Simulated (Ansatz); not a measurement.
Elastic constants of Al at 8 GPa (stress–strain coefficients): input and output

Method: DFT PBEsol, scalar-relativistic, plane waves, PAW (Ansatz).

Launched with:
```bash
ansatz run input.yaml --threads 1 --pin off --max-ram 3072MiB --backend cpu --events-out ev --progress --plain --runs-dir out
```

Input (bare energies are in eV):
```yaml
crystal:
  lattice:
    - [0.0, 1.9544199889, 1.9544199889]
    - [1.9544199889, 0.0, 1.9544199889]
    - [1.9544199889, 1.9544199889, 0.0]
  atoms:
    - { symbol: Al, position: [0.0, 0.0, 0.0] }
basis:
  ecutwfc: 420
kpoints:
  mp_grid: { grid: [20, 20, 20] }
hamiltonian:
  xc: pbesol
scf:
  occupations: { method: fermi_dirac, width: 0.15 }
output:
  forces: true
  stress: true
  eigenvalues: true
elastic:
  mode: relaxed_ion
  amplitude: 0.005
```

From the output:
```
--- Elastic constants: 2 strain directions × 4 members + reference (group order 48) ---
  dense FFT box of the reference and of every strained cell: 20×20×20
  strains applied: 11, 23; error gains: componentwise 1.00 (the most a stress slope's error grows in a printed constant), spectral 1.73 (1 for all six strains in a standard setting)
  C = ∂σ_k/∂η_j (tension-positive GPa; Voigt order 11 22 33 23 13 12):
       161.967     93.466     93.466      0.000     -0.000     -0.000
        93.466    161.967     93.466      0.000      0.000     -0.000
        93.466     93.466    161.967     -0.000     -0.000      0.000
         0.000     -0.000     -0.000     59.096      0.000     -0.000
         0.000     -0.000     -0.000     -0.000     59.096      0.000
         0.000     -0.000     -0.000     -0.000     -0.000     59.096
  reference stress σ⁰ (GPa):     -8.000     -8.000     -8.000     -0.000     -0.000      0.000
  C* (energy form; C + prestress term) asymmetry max|C*_kj − C*_jk| = 7.105e-14 GPa — a small one proves nothing (zero by symmetry where the batch's group is 432, −43m or m−3m); a large one is finite-difference/SCF noise where every solve ...
  moduli (Voigt/Reuss/Hill, GPa): K = 116.30/116.30/116.30   G = 49.16/45.81/47.48   E = 125.38   ν = 0.320
  mechanically stable: yes (min eigenvalue of sym C = 59.10 GPa)
  strain η (Voigt 11):  stress-route row diagonal C_11 = 161.97 GPa, energy-path curvature d²(F+E_count+ΔE)/dδ²/Ω₀ = 162.01 GPa
    cells at ±δ against ±2δ: C11 162.19 and 162.85 GPa, apart by 0.41 % of the column's largest entry
         δ    σ_11 (GPa) F (eV) n_scf n_hpsi n_pw
    -1.000e-2      -9.6744        -524.5254537       5   66829    303   relax 0 steps, max|allowed force component| 0.00e0 eV/Å
    -5.000e-3      -8.8222        -524.5297613       3   61446    303   relax 0 steps, max|allowed force component| 0.00e0 eV/Å
     5.000e-3      -7.2003        -524.5372213       3   61990    305   relax 0 steps, max|allowed force component| 0.00e0 eV/Å
     1.000e-2      -6.4175        -524.5403918       5   68766    308   relax 0 steps, max|allowed force component| 0.00e0 eV/Å
  strain η (Voigt 23):  stress-route row diagonal C_44 = 59.10 GPa, energy-path curvature d²(F+E_count+ΔE)/dδ²/Ω₀ = 63.10 GPa
    cells at ±δ against ±2δ: C44 59.04 and 58.86 GPa, apart by 0.30 % of the column's largest entry
         δ    σ_23 (GPa) F (eV) n_scf n_hpsi n_pw
    -1.000e-2      -0.5886        -524.5333868       6  125289    305   relax 0 steps, max|allowed force component| 0.00e0 eV/Å
    -5.000e-3      -0.2952        -524.5336074       3  113070    305   relax 0 steps, max|allowed force component| 0.00e0 eV/Å
     5.000e-3       0.2952        -524.5336074       3  112037    305   relax 0 steps, max|allowed force component| 0.00e0 eV/Å
     1.000e-2       0.5886        -524.5333868       5  123352    305   relax 0 steps, max|allowed force component| 0.00e0 eV/Å
```

The run took 54 s on 1 thread of Intel(R) Xeon(R) Platinum 8175M CPU @ 2.50GHz (Skylake/Cascade Lake) (shared host), peak memory 0.49 GiB.

In a metal, frequencies and elastic constants depend on the k mesh and the smearing, soft modes and shear constants most.